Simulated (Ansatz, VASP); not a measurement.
**C: VASP beside Ansatz**

```xyz
3
Lattice="0.0000 2.1661 2.1661 2.1661 0.0000 2.1661 2.1661 2.1661 0.0000" Properties=species:S:1:pos:R:3 pbc="T T T"
C     0.0000    0.0000    0.0000
C     3.2492    3.2492    3.2492
C     1.0831    1.0831    1.0831
```

Alike in both runs: functional PBE; k mesh 8 × 8 × 8; occupations gaussian, width 0.1 eV; no spin polarisation.

Ansatz relaxed the structure, and its values are those at the end. VASP's run is a single point on that final structure, the one shown.

|  | VASP | Ansatz |
| --- | --- | --- |
| version | VASP 6.6.1 | Ansatz 0.2.0 |
| potentials or method | VASP PAW PBE potentials, release 64 (C) | scalar-relativistic, plane waves, PAW |
| plane-wave cutoff (eV) | 520 | 420 |
| valence electrons in the cell | 12 | 12 |

|  | VASP | Ansatz | Ansatz less VASP |
| --- | --- | --- | --- |
| gap on the k mesh at the Fermi level (eV) | none | none | - |
| pressure (GPa) | 0.3 | 0.1 | -0.12 |

A gap of «none» marks a metal or a gap that the smearing closes. The functional is the same, so the differences come from potentials, cutoffs and numerics.
